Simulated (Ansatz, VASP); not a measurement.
# Two plane-wave programs on Pd

File POSCAR:

```
Pd
1.0
    0.0000000000      1.9567730079      1.9567730079
    1.9567730079      0.0000000000      1.9567730079
    1.9567730079      1.9567730079      0.0000000000
Pd
1
Direct
    0.0000000000      0.0000000000      0.0000000000
```

The input INCAR.step1:

```
PREC = Accurate
ENCUT = 520
ISMEAR = 1
SIGMA = 0.1
LREAL = False
LASPH = True
NELM = 150
ISPIN = 2
MAGMOM = 0.436
LMAXMIX = 4
NBANDS = 15
GGA = PE
ALGO = Normal
EDIFF = 1E-4
LWAVE = True
LCHARG = False
```

File INCAR.step2:

```
PREC = Accurate
ENCUT = 520
EDIFF = 1E-6
ISMEAR = 1
SIGMA = 0.1
LREAL = False
LASPH = True
NELM = 150
ALGO = Normal
ISIF = 2
LWAVE = False
LCHARG = False
ISPIN = 2
MAGMOM = 0.436
LORBIT = 11
LMAXMIX = 4
METAGGA = R2SCAN
LMIXTAU = True
NBANDS = 15
ISTART = 1
```

Contents of KPOINTS:

```
Automatic mesh
0
Gamma
  14 14 14
```

Input for Ansatz:

```yaml
crystal:
  lattice:
    - [0.0, 1.9567730079, 1.9567730079]
    - [1.9567730079, 0.0, 1.9567730079]
    - [1.9567730079, 1.9567730079, 0.0]
  atoms:
    - { symbol: Pd, position: [0.0, 0.0, 0.0], spin: 0.436 }
hamiltonian:
  xc: r2scan
  pseudopotentials:
    kind: paw
    azcp:
      Pd: "pseudopotentials/Pd.paw.azcp"
basis:
  ecutwfc: 500
  fft_grid_basis: typed
kpoints:
  mp_grid: { grid: [14, 14, 14], shift: [0, 0, 0] }
magnetization:
  spin_polarized: true
scf:
  occupations: { method: cold, width: 0.1 }
  lower_state_search: "off"
output:
  stress: true
```

Alike in both runs: task single point; functional r2SCAN; k mesh 14 × 14 × 14; collinear spin.

```csv
,VASP,Ansatz
version,VASP 6.6.1,Ansatz 0.2.0
potentials or method,"VASP PAW PBE potentials, release 64 (Pd)","plane waves (500 eV) with PAW, scalar-relativistic"
plane-wave cutoff (eV),520,500
occupations,"methfessel-paxton of order 1, width 0.1 eV","cold, width 0.1 eV"
valence electrons in the cell,10,18
```

```tsv
	VASP	Ansatz	Ansatz less VASP
pressure (GPa)	0.6	0.0	-0.65
net moment per atom (μB)	0.49	0.49	+0.001
size of the moment on the site where the two differ most (μB)	0.49	0.50	+0.012
```

Site moments also hang on the region over which each program counts them. The two sets of potentials don't hold the same shells in valence. Ansatz warned: «stability_check_not_made».

Caveats: the PAW data sets were made with another functional, which shifts forces and pressure a little (VASP).
